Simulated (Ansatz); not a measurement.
**Electric field gradients in Al2Ru**

Theory: DFT PBEsol, scalar-relativistic, plane waves, PAW in Ansatz. Settings: 420 eV plane-wave cutoff, Γ-centred 10×10×10 mesh, Gaussian smearing of 0.01 eV. No spin polarisation.

Relaxed structure:
```xyz
6
Lattice="0.0000 3.9878 4.3850 2.3506 0.0000 4.3850 2.3506 3.9878 0.0000" Properties=species:S:1:pos:R:3 pbc="T T T"
Al    1.1753    0.6295    2.1925
Al    1.1753    3.3583    2.1925
Al    2.3506    1.3644    4.3850
Al    2.3506    6.6112    4.3850
Ru    3.5259    5.9817    6.5775
Ru    2.3506    3.9878    4.3850
```

Spin–orbit coupling is left out, which matters for gradients at heavy nuclei.

Task: Give V_zz (10²¹ V/m²) and the asymmetry η at each distinct site.

Result:
```tsv
atom	V_zz	η
Al (atom 1)	-2.00	0.23
Ru (atom 5)	-5.68	0.79
```

Whether Al2Ru exists in this form wasn't checked.

Cost: 1 run of about 0.31 core-minutes, on Arm Neoverse V2 (shared hosts).